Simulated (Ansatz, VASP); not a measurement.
# One calculation of Zn, two programs

INCAR

```
  PREC = Accurate
  ENCUT = 520
  EDIFF = 1E-6
  ISMEAR = 0
  SIGMA = 0.1
  LREAL = F
  LASPH = T
  NELM = 100
  ALGO = Normal
  ISIF = 2
  LWAVE = F
  LCHARG = T
  GGA = PE
  LELF = T
  LVHAR = T
  NBANDS = 32
```

The input KPOINTS:

```
Automatic mesh
0
Gamma
  10 10 14
```

The input POSCAR:

```
Zn
1.0
    2.5911070574     -5.4119906006      0.0000000000
    2.5911070574      5.4119906006      0.0000000000
    0.0000000000      0.0000000000      3.1827458359
Zn
4
Direct
    0.3691655400      0.6308344600      0.5007497100
    0.8691655400      0.1308344600      0.9992502900
    0.1308344600      0.8691655400      0.0007497100
    0.6308344600      0.3691655400      0.4992502900
```

Input for Ansatz:

```yaml
crystal:
  lattice:
    - [2.5911070574, -5.4119906006, 0.0]
    - [2.5911070574, 5.4119906006, 0.0]
    - [0.0, 0.0, 3.1827458359]
  atoms:
    - { symbol: Zn, position: [0.36916554, 0.63083446, 0.50074971] }
    - { symbol: Zn, position: [0.86916554, 0.13083446, 0.99925029] }
    - { symbol: Zn, position: [0.13083446, 0.86916554, 0.00074971] }
    - { symbol: Zn, position: [0.63083446, 0.36916554, 0.49925029] }
basis:
  ecutwfc: 420
kpoints:
  mp_grid: { grid: [10, 10, 14] }
hamiltonian:
  xc: pbe
scf:
  occupations: { method: gaussian, width: 0.1 }
output:
  forces: true
  stress: true
  eigenvalues: true
```

Alike in both runs: task single point; functional PBE; k mesh 10 × 10 × 14; occupations gaussian, width 0.1 eV; no spin polarisation.

|  | VASP | Ansatz |
| --- | --- | --- |
| version | VASP 6.6.1 | Ansatz 0.2.0 |
| potentials or method | VASP PAW PBE potentials, release 64 (Zn) | scalar-relativistic, plane waves, PAW |
| plane-wave cutoff (eV) | 520 | 420 |
| valence electrons in the cell | 48 | 48 |

|  | VASP | Ansatz | Ansatz less VASP |
| --- | --- | --- | --- |
| gap on the k mesh at the Fermi level (eV) | none | none | - |
| pressure (GPa) | -7.5 | -7.6 | -0.08 |
| largest component of the traceless stress (GPa) | 0.21 | 0.20 | -0.010 |
| rms of the force components (eV/Å) | 0.011 | 0.010 | -0.0008 |

Atom by atom the forces differ by 0.001 eV/Å (rms over components). A gap of «none» marks a metal or a gap that the smearing closes.
